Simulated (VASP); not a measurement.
Crystal: HgSe.

```xyz
2
Lattice="0.0000 3.1839 3.1839 3.1839 0.0000 3.1839 3.1839 3.1839 0.0000" Properties=species:S:1:pos:R:3 pbc="T T T"
Hg    0.0000    0.0000    0.0000
Se    4.7759    4.7759    4.7759
```

The cell isn't the ideal one: volume scaled by 1.15.

| Property | Result |
| --- | --- |
| Program | VASP 6.6.1 |
| Task | relaxation of cell and atoms |
| Functional | PBEsol |
| Dispersion | D3 |
| Potentials or basis | VASP PAW PBE potentials, release 64 (Hg, Se) |
| Cutoff | 600 eV |
| k mesh | 8 × 8 × 8 |
| Occupations | fermi-dirac, width 0.05 eV |
| Spin | no spin polarisation |

At the start: pressure -5.6 GPa; volume 32.28 Å³/atom.

Task: Where does the relaxation end?

Result: Over 3 steps the energy falls by 87.6 meV/atom and the volume is 27.96 Å³/atom (-13.4 %); space group F-43m (No. 216, to 0.05 Å).

The path:
```tsv
step	energy change (eV)	largest force (eV/Å)	pressure (GPa)	volume (Å³)
1	0.0000	0.0000	-5.60	64.55
2	-0.1690	0.0000	1.49	54.57
3	-0.1752	0.0000	0.02	55.92
```

Final structure:
```yaml
crystal:
  lattice:
    - [0.00000, 3.03507, 3.03507]
    - [3.03507, 0.00000, 3.03507]
    - [3.03507, 3.03507, 0.00000]
  atoms:
    - { symbol: Hg, position: [0.00000, 0.00000, 0.00000] }
    - { symbol: Se, position: [0.75000, 0.75000, 0.75000] }
```

Caveat: the PAW data sets were made with another functional, which shifts forces and pressure a little; pairwise dispersion overbinds metals, which lowers pressure and volume.
